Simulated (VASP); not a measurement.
# C (Fd-3m) in VASP: Born charges and dielectric tensor with LDA

Aim: the Born charges and dielectric tensor of C with LDA.

All numbers are computed with VASP 6.6.1; they aren't measurements. Logs are shortened: lines on timing, memory, paths and dates and some standing lists are left out, and cuts for length are marked.

## (1) The structure

It takes space group Fd-3m (No. 227, cubic). Conventional cell: a = 3.534 Å, b = 3.534 Å, c = 3.534 Å, α = 90.00°, β = 90.00°, γ = 90.00°. Around C (site symmetry -43m) lie 4 C at 1.53 Å.

This isn't the form of C at room conditions, which is graphite.

## (2) Born charges and dielectric tensor, LDA

The input, INCAR:

```
ALGO = Normal
EDIFF = 1E-8
ENCUT = 600
IBRION = 8
ISIF = 2
ISMEAR = 0
LASPH = True
LCHARG = False
LEPSILON = True
LREAL = False
LWAVE = False
NELM = 100
NSW = 1
PREC = Accurate
SIGMA = 0.02
```

The input, KPOINTS:

```
k-points
0
Gamma
  12 12 12
```

The input, POSCAR:

```
C
1.0
    0.0000000000      1.7669600000      1.7669600000
    1.7669600000      0.0000000000      1.7669600000
    1.7669600000      1.7669600000      0.0000000000
C
2
Direct
    0.5000000000      0.5000000000      0.5000000000
    0.7500000000      0.7500000000      0.7500000000
```

Potentials or basis: VASP PAW LDA potentials, release 64 (C).

On the command line:

```
$ cat potpaw_LDA.64/C/POTCAR > POTCAR
$ mpirun -np 1 vasp_std > vasp.out
```

OUTCAR:

```text
EDIFF = 1E-8
   ENCUT = 600
   IBRION = 8
   ISIF = 2
   ISMEAR = 0
   LASPH = True
   LEPSILON = True
   LREAL = False
   NELM = 100
   NSW = 1
   PREC = Accurate

 ion  position               nearest neighbor table
   1  0.500  0.500  0.500-   2 1.53   2 1.53   2 1.53   2 1.53
   2  0.750  0.750  0.750-   1 1.53   1 1.53   1 1.53   1 1.53

  LATTYP: Found a face centered cubic cell.
 ALAT       =     3.5339200000

  Lattice vectors:

 A1 = (   0.0000000000,   1.7669600000,   1.7669600000)
 A2 = (   1.7669600000,   0.0000000000,   1.7669600000)
 A3 = (   1.7669600000,   1.7669600000,   0.0000000000)

Analysis of symmetry for initial positions (statically):
=====================================================================
 Subroutine PRICEL returns:
 Original cell was already a primitive cell.

 Routine SETGRP: Setting up the symmetry group for a
 face centered cubic supercell.

 Subroutine GETGRP returns: Found 48 space group operations
 (whereof 24 operations were pure point group operations)
 out of a pool of 48 trial point group operations.

The static configuration has the point symmetry T_d .
 The point group associated with its full space group is O_h .

Analysis of symmetry for dynamics (positions and initial velocities):
=====================================================================
 Subroutine PRICEL returns:
 Original cell was already a primitive cell.

 Routine SETGRP: Setting up the symmetry group for a
 face centered cubic supercell.

 Subroutine GETGRP returns: Found 48 space group operations
 (whereof 24 operations were pure point group operations)
 out of a pool of 48 trial point group operations.

The dynamic configuration has the point symmetry T_d .
 The point group associated with its full space group is O_h .

 Subroutine INISYM returns: Found 48 space group operations
 (whereof 24 operations are pure point group operations),
 and found     1 'primitive' translations

----------------------------------------------------------------------------------------

                                     Primitive cell

  volume of cell :      11.0334

  direct lattice vectors                    reciprocal lattice vectors
     0.000000000  1.766960000  1.766960000    -0.282971884  0.282971884  0.282971884
     1.766960000  0.000000000  1.766960000     0.282971884 -0.282971884  0.282971884
     1.766960000  1.766960000  0.000000000     0.282971884  0.282971884 -0.282971884

  length of vectors
     2.498858796  2.498858796  2.498858796     0.490121680  0.490121680  0.490121680

  position of ions in fractional coordinates (direct lattice)
     0.500000000  0.500000000  0.500000000
     0.750000000  0.750000000  0.750000000

  ion indices of the primitive-cell ions
   primitive index   ion index
                 1           1
                 2           2

----------------------------------------------------------------------------------------

 KPOINTS: k-points

Automatic generation of k-mesh.
 Grid dimensions read from file:
 generate k-points for:   12   12   12

 Generating k-lattice:

  Cartesian coordinates                     Fractional coordinates (reciprocal lattice)
    -0.023580990  0.023580990  0.023580990     0.083333333  0.000000000  0.000000000
     0.023580990 -0.023580990  0.023580990     0.000000000  0.083333333  0.000000000
     0.023580990  0.023580990 -0.023580990     0.000000000  0.000000000  0.083333333

  Length of vectors
     0.040843473  0.040843473  0.040843473

  Shift w.r.t. Gamma in fractional coordinates (k-lattice)
     0.000000000  0.000000000  0.000000000

 Subroutine IBZKPT returns following result:
 ===========================================

 Found     72 irreducible k-points:

 Following reciprocal coordinates:
            Coordinates               Weight
  0.000000  0.000000  0.000000      1.000000
  0.083333  0.000000  0.000000      8.000000
  0.166667  0.000000  0.000000      8.000000
  0.250000  0.000000  0.000000      8.000000
  0.333333  0.000000  0.000000      8.000000
  0.416667  0.000000  0.000000      8.000000
[... 16 lines left out ...]
  0.500000  0.166667  0.000000     24.000000
[... 346 lines left out ...]
  volume of cell :       11.03
      direct lattice vectors                 reciprocal lattice vectors
     0.000000000  1.766960000  1.766960000    -0.282971884  0.282971884  0.282971884
     1.766960000  0.000000000  1.766960000     0.282971884 -0.282971884  0.282971884
     1.766960000  1.766960000  0.000000000     0.282971884  0.282971884 -0.282971884

 POSITION                                       TOTAL-FORCE (eV/Angst)
 -----------------------------------------------------------------------------------
      1.76696      1.76696      1.76696        -0.000000     -0.000000     -0.000000
      2.65044      2.65044      2.65044         0.000000      0.000000      0.000000
 -----------------------------------------------------------------------------------
    total drift:                                0.000000     -0.000000      0.000000

  FREE ENERGIE OF THE ION-ELECTRON SYSTEM (eV)
  ---------------------------------------------------
  free  energy   TOTEN  =       -20.2522050588 eV

  energy  without entropy=      -20.2522050588  energy(sigma->0) =      -20.25220506

 HEAD OF MICROSCOPIC STATIC DIELECTRIC TENSOR (INDEPENDENT PARTICLE, excluding Hartree and local field effects)
 ------------------------------------------------------
           5.941203     0.000000     0.000000
           0.000000     5.941203     0.000000
          -0.000000     0.000000     5.941203
 ------------------------------------------------------

 Free energy of the ion-electron system (eV)
  ---------------------------------------------------
  ---------------------------------------------------
  free energy    TOTEN  =        -0.15364983 eV

  energy without entropy =       -0.15364983

------------------------ aborting loop because EDIFF is reached ----------------------------------------

--------------------------------------- Ionic step        2  -------------------------------------------

------------------------ aborting loop because EDIFF is reached ----------------------------------------

--------------------------------------- Ionic step        3  -------------------------------------------

------------------------ aborting loop because EDIFF is reached ----------------------------------------

 PIEZOELECTRIC TENSOR FIELD DIRECTION 3  (e Angst)
 -----------------------------------------------------------------------------
    -0.00010  0.00000  0.00000           ( -0.00000  0.00000  0.00000)
     0.00000 -0.00010  0.00000           (  0.00000 -0.00000  0.00000)
     0.00000  0.00000 -0.00023           (  0.00000  0.00000 -0.00001)

 PIEZOELECTRIC TENSOR FIELD DIRECTION 3  (C/m^2)
 -----------------------------------------------------------------------------
    -0.00015  0.00000  0.00000
     0.00000 -0.00015  0.00000
     0.00000  0.00000 -0.00033

--------------------------------------- Ionic step        4  -------------------------------------------

 Free energy of the ion-electron system (eV)
  ---------------------------------------------------
  ---------------------------------------------------
  free energy    TOTEN  =        -0.11147322 eV

  energy without entropy =       -0.11147322

------------------------ aborting loop because EDIFF is reached ----------------------------------------

 INTERNAL STRAIN TENSOR  FOR ION    1  DIRECTION 1   (eV/Angst):
 -----------------------------------------------------------------------------
     0.00535  0.00000  0.00000
     0.00000 -0.00219  4.10748
     0.00000  4.10748 -0.00219

 MACROSCOPIC STATIC DIELECTRIC TENSOR (including local field effects in DFT)
 ------------------------------------------------------
           5.765146    -0.000000     0.000000
           0.000000     5.765146     0.000000
          -0.000000     0.000000     5.765146
 ------------------------------------------------------

 PIEZOELECTRIC TENSOR (including local field effects)  for field in x, y, z        (e  Angst)
          XX          YY          ZZ          XY          YZ          ZX
  --------------------------------------------------------------------------------
  x     0.00000     0.00000     0.00000     0.00000    -0.00000    -0.00000
  y    -0.00000     0.00000    -0.00000    -0.00000     0.00000     0.00000
  z     0.00000     0.00000     0.00000     0.00000    -0.00000     0.00000

 PIEZOELECTRIC TENSOR (including local field effects)  for field in x, y, z        (C/m^2)
          XX          YY          ZZ          XY          YZ          ZX
  --------------------------------------------------------------------------------
  x     0.00000     0.00000     0.00000     0.00000    -0.00000    -0.00000
  y    -0.00000     0.00000    -0.00000    -0.00000     0.00000     0.00000
  z     0.00000     0.00000     0.00000     0.00000    -0.00000     0.00000

 BORN EFFECTIVE CHARGES (including local field effects) (in |e|, cummulative output)
 ---------------------------------------------------------------------------------
 ion    1
    1    -0.00000     0.00000     0.00000
    2     0.00000    -0.00000     0.00000
    3     0.00000     0.00000    -0.00000
 ion    2
    1     0.00000     0.00000     0.00000
    2     0.00000     0.00000     0.00000
    3    -0.00000     0.00000     0.00000

 INTERNAL STRAIN TENSOR FOR ION    2 for displacements in x,y,z  (eV/Angst):
          X           Y           Z          XY          YZ          ZX
  --------------------------------------------------------------------------------
  x    -0.00000     0.00000     0.00000     0.00000    -4.10748     0.00000
  y     0.00000     0.00000     0.00000     0.00000     0.00000    -4.10748
  z     0.00000     0.00000    -0.00000    -4.10748     0.00000     0.00000

 SECOND DERIVATIVES (NOT SYMMETRIZED)
 ------------------------------------
               1X          1Y          1Z          2X          2Y          2Z
  1X   -38.720001    0.000000    0.000000   38.720001    0.000000    0.000000
  1Y     0.000000  -38.720001    0.000000    0.000000   38.720001    0.000000
  1Z     0.000000    0.000000  -38.720001    0.000000    0.000000   38.720001
  2X    38.720001    0.000000    0.000000  -38.720001    0.000000    0.000000
  2Y     0.000000   38.720001    0.000000    0.000000  -38.720001    0.000000
  2Z     0.000000    0.000000   38.720001    0.000000    0.000000  -38.720001

 Eigenvectors and eigenvalues of the dynamical matrix
 ----------------------------------------------------

   1 f  =   39.695732 THz   249.415642 2PiTHz 1324.107102 cm-1   164.168284 meV
             X         Y         Z           dx          dy          dz
      1.766960  1.766960  1.766960     0.000000   -0.707107    0.000000
      2.650440  2.650440  2.650440     0.000000    0.707107    0.000000
[... 21 lines left out ...]
   6 f  =    0.000000 THz     0.000000 2PiTHz    0.000000 cm-1     0.000000 meV
             X         Y         Z           dx          dy          dz
      1.766960  1.766960  1.766960     0.000000    0.000000    0.707107
      2.650440  2.650440  2.650440     0.000000    0.000000    0.707107

--------------------------------------------------------------------------------------------------------

 MACROSCOPIC STATIC DIELECTRIC TENSOR IONIC CONTRIBUTION
 ------------------------------------------------------
           0.000000     0.000000    -0.000000
           0.000000     0.000000     0.000000
          -0.000000     0.000000     0.000000
 ------------------------------------------------------

 ELASTIC MODULI CONTR FROM IONIC RELAXATION (kBar)
 Direction    XX          YY          ZZ          XY          YZ          ZX
 --------------------------------------------------------------------------------
 XX          -0.0000      0.0000      0.0000      0.0000     -0.0000      0.0000
 YY           0.0000     -0.0000      0.0000      0.0000      0.0000      0.0000
 ZZ           0.0000      0.0000     -0.0000     -0.0000      0.0000      0.0000
 XY           0.0000      0.0000     -0.0000    -63.2725      0.0000      0.0000
 YZ          -0.0000      0.0000      0.0000      0.0000    -63.2725      0.0000
 ZX           0.0000      0.0000      0.0000      0.0000      0.0000    -63.2725
 --------------------------------------------------------------------------------

 PIEZOELECTRIC TENSOR IONIC CONTR  for field in x, y, z        (C/m^2)
          XX          YY          ZZ          XY          YZ          ZX
  --------------------------------------------------------------------------------
  x    -0.00000     0.00000     0.00000     0.00000    -0.00000     0.00000
  y     0.00000     0.00000     0.00000     0.00000     0.00000    -0.00000
  z     0.00000     0.00000    -0.00000    -0.00000     0.00000     0.00000
```

It took 63 s on 1 thread of Intel Xeon Platinum 8488C (Sapphire Rapids), shared host; peak memory 0.19 GiB.

Results:

- Band gap on the k mesh: 4.19 eV, indirect (least direct gap 5.62 eV)
- Electronic dielectric tensor (diagonal): 5.77
- Born charges (mean of the diagonal): C +0.00 e
- Highest phonon frequency at Γ: 1324 cm⁻¹

Phonon frequencies in cm⁻¹ (negative: imaginary):
```
              q point           frequencies
(0.000, 0.000, 0.000)  0 0 0 1324 1324 1324
```

Electronic dielectric tensor:
```
5.77 0.00 0.00
0.00 5.77 0.00
0.00 0.00 5.77
```

Born effective charge tensors (e):
atom 1, C
```
0.00 0.00 0.00
0.00 0.00 0.00
0.00 0.00 0.00
```
atom 2, C
```
0.00 0.00 0.00
0.00 0.00 0.00
0.00 0.00 0.00
```

A k mesh can miss the band edges. Expect the measured gap to be larger: semilocal functionals such as LDA lack the derivative discontinuity.
